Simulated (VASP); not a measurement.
Write the native input for VASP 6.6.1 that does the following.

| Item | Value |
| --- | --- |
| Task | relaxation of cell and atoms |
| Functional | PBEsol |
| Potentials or basis | VASP PAW PBE potentials, release 64 (Ta_pv, S) |
| Cutoff | 600 eV |
| k mesh | 15 × 15 × 6 |
| Occupations | methfessel-paxton, width 0.1 eV |
| Spin | no spin polarisation |
| Further INCAR settings | ALGO = Normal; EDIFF = 1e-07; IBRION = 2; EDIFFG = -0.005; NSW = 90; ISIF = 3 |

The structure of TaS2 lies in POSCAR:

```
TaS2                                    
1.0
    3.3172171485     -0.0000000000     -0.0000000000
   -1.6586085742      2.8727943205      0.0000000000
    0.0000000000      0.0000000000      5.9458892981
  Ta              S             
     1     2
Direct
     0.0000000000000000    0.0000000000000000    0.0000000000000000
     0.3333333332999970    0.6666666667000030    0.2594120749472316
     0.6666666667000030    0.3333333332999970    0.7405879250527685
```

The input as run:

INCAR

```
SYSTEM = TaS2
PREC = Accurate ; ENCUT = 600
EDIFF = 1E-7 ; ISMEAR = 1
SIGMA = 0.1 ; LREAL = .False.
LASPH = .True. ; NELM = 80
ALGO = Normal ; ISIF = 3
LWAVE = .False. ; LCHARG = .False.
GGA = PS ; IBRION = 2
NSW = 90 ; EDIFFG = -0.005
```

KPOINTS

```
Automatic mesh
0
Gamma
  15 15 6
  0 0 0
```

Potentials or basis: VASP PAW PBE potentials, release 64 (Ta_pv, S).

The run is started by

```console
$ cat potpaw_PBE.64/Ta_pv/POTCAR potpaw_PBE.64/S/POTCAR > POTCAR
$ mpirun -np 1 vasp_std > vasp.out
```

Results of the run:

```yaml
Relaxed_volume: 18.89 Å³/atom
Relaxed_cell: a = 3.318 Å, b = 3.318 Å, c = 5.945 Å, α = 90.00°, β = 90.00°, γ = 120.00°
Space_group_after_relaxing_to_0.05_Å: P-3m1 (No. 164)
Energy_gained_by_relaxing: 0.0 meV/atom
Ionic_steps: 2
Pressure_after_relaxing: 0.0 GPa
Largest_force_after_relaxing: 0.003 eV/Å
Band_gap_on_the_k_mesh: none (metal or under the smearing width)
```

Caveat: the PAW data sets were made with another functional, which shifts forces and pressure a little; this functional lacks dispersion, which binds the layers, so the pressure and a relaxed spacing across them are unreliable.

Wall time 2.1 min on 1 thread of Intel(R) Xeon(R) Platinum 8488C (Sapphire Rapids), on a shared host, peak memory 0.3 GiB.
